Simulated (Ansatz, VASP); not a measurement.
## Two plane-wave programs on Si

```
Si
1.0
    -2.43299    2.43299    1.36381
     2.43299   -2.43299    1.36381
     2.43299    2.43299   -1.36381
Si
2
Direct
  0.25000 0.75000 0.50000
  0.50000 0.50000 0.00000
```

This isn't the form of Si at room conditions, which is diamond.

Alike in both runs: task single point; functional PBE; k mesh 12 × 12 × 12; occupations fermi-dirac, width 0.05 eV; no spin polarisation.

```csv
,VASP,Ansatz
version,VASP 6.6.1,Ansatz 0.2.0
potentials or method,"VASP PAW PBE potentials, release 64 (Si)","plane waves, PAW"
plane-wave cutoff (eV),520,510
valence electrons in the cell,8,8
```

|  | VASP | Ansatz | Ansatz less VASP |
| --- | --- | --- | --- |
| pressure (GPa) | -4.7 | -4.6 | +0.05 |
| largest component of the traceless stress (GPa) | 1.59 | 1.61 | +0.018 |
